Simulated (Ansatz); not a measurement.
**Calculated quadrupolar parameters for GeS at a changed volume**

The cell is an entry of the Crystallography Open Database (COD), relaxed with PBE at fixed cell and then changed (volume scaled by 0.98, ions relaxed).

Space group Pnma (No. 62); a = 10.3997, b = 3.6166, c = 4.2682 Å.

| site | Wyckoff | site symmetry | x | y | z |
| --- | --- | --- | --- | --- | --- |
| Ge | 4c | .m. | 0.6196 | 0.2500 | 0.3723 |
| S | 4c | .m. | 0.8513 | 0.2500 | 0.4946 |

One atom of each set is listed.

The numbers come from a DFT calculation in Ansatz (PBE, plane waves and PAW, scalar-relativistic, 420 eV cutoff, Γ-centred 5×12×10 k-points, Fermi–Dirac smearing 0.02 eV).

V_zz is the principal component of the electric field gradient with the largest magnitude, η = (V_xx − V_yy)/V_zz and C_Q = eQV_zz/h.

⁷³Ge: I = 9/2, Q = -196.0 mb; 33S: I = 3/2, Q = -69.40 mb. Nuclear quadrupole moments: year-2017 set (Pyykkö).

(1) What field gradients does the calculation give at each kind of site?

Answers

(1) 

```csv
site,atoms,first shell,V_zz (10²¹ V/m²),η,C_Q (MHz)
Ge,4,3 S at 2.44–2.47 Å; also 3 S at 3.20–3.23 Å,-7.45,0.40,35.3
S,4,3 Ge at 2.44–2.47 Å; also 3 Ge at 3.20–3.23 Å,-4.93,0.05,8.27
```

At Ge V_zz stands upright on the plane through its three neighbours (within 3°).

The relaxation (4 steps) took 4 min of wall time (4 min of CPU time) and 1.1 GiB at its peak, on 1 thread of Intel Xeon Platinum 8259CL CPU @ 2.50GHz (Skylake/Cascade Lake) (x86_64; 16 cores open to the job, memory cap 3.0 GiB, no GPU), a shared host with a load of 0.4 a core.
